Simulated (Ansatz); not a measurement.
# Si: the cost of one run

Computed with Ansatz 0.2.0 (DFT PBE, scalar-relativistic, plane waves, PAW, unless a step's input says otherwise).

### 1 Starting point

Symmetry: P6_122, No. 178, hexagonal system. Conventional cell: a = 5.477 Å, b = 5.477 Å, c = 5.125 Å, α = 90.00°, β = 90.00°, γ = 120.00°. Si (site symmetry 2) is surrounded by 4 Si at 2.37 to 2.38 Å.

As a file:

```cif
data_structure
_symmetry_space_group_name_H-M 'P6_122'
_symmetry_Int_Tables_number 178
_cell_length_a 5.4770
_cell_length_b 5.4770
_cell_length_c 5.1245
_cell_angle_alpha 90.000
_cell_angle_beta 90.000
_cell_angle_gamma 120.000
_cell_volume 133.13
loop_
_atom_site_label
_atom_site_type_symbol
_atom_site_symmetry_multiplicity
_atom_site_Wyckoff_symbol
_atom_site_fract_x
_atom_site_fract_y
_atom_site_fract_z
_atom_site_occupancy
Si1 Si 6 b 0.23255 0.46510 0.25000 1
```

The cell was relaxed beforehand at this level, from a generated guess; it needn't be the stable form of this composition. At a tolerance of 0.02 Å it has space group P6_122 (No. 178); it has 22.19 Å³/atom, an uncorrected energy of +0.05 eV/atom over the standard state and, on its mesh, gap 1.51 eV.

### 2 Band edges anywhere in the zone

input.yaml reads:

```yaml
crystal:
  lattice:
    - [5.4770481876, 0.0, 0.0]
    - [-2.7385240938, 4.7432628682, 0.0]
    - [0.0, 0.0, 5.1245175172]
  atoms:
    - { symbol: Si, position: [0.2325490815, 0.4650981629, 0.25] }
    - { symbol: Si, position: [0.5349018371, 0.7674509185, 0.5833333333] }
    - { symbol: Si, position: [0.2325490815, 0.7674509185, 0.9166666667] }
    - { symbol: Si, position: [0.7674509185, 0.5349018371, 0.75] }
    - { symbol: Si, position: [0.4650981629, 0.2325490815, 0.0833333333] }
    - { symbol: Si, position: [0.7674509185, 0.2325490815, 0.4166666667] }
basis:
  ecutwfc: 420
kpoints:
  mp_grid: { grid: [6, 6, 6] }
  band_path: { path: [VBM, CBM], npoints: 2 }
hamiltonian:
  xc: pbe
scf:
  occupations: { method: gaussian, width: 0.02 }
output:
  forces: false
  stress: false
  eigenvalues: true
checkpoint:
  read: start.run
  write: ck
  compress: false
  write_wavefunctions: false
  write_every: 100000
```

Run with:

```
$ ansatz run input.yaml --threads 1 --pin off --max-ram 2560MiB --backend cpu --events-out ev --progress --plain --runs-dir out
```

**Question.** How long does this run take on 1 thread of Arm Neoverse V2, shared host, and how much memory does it need?

About 23 s, with a peak of 0.3 GiB.
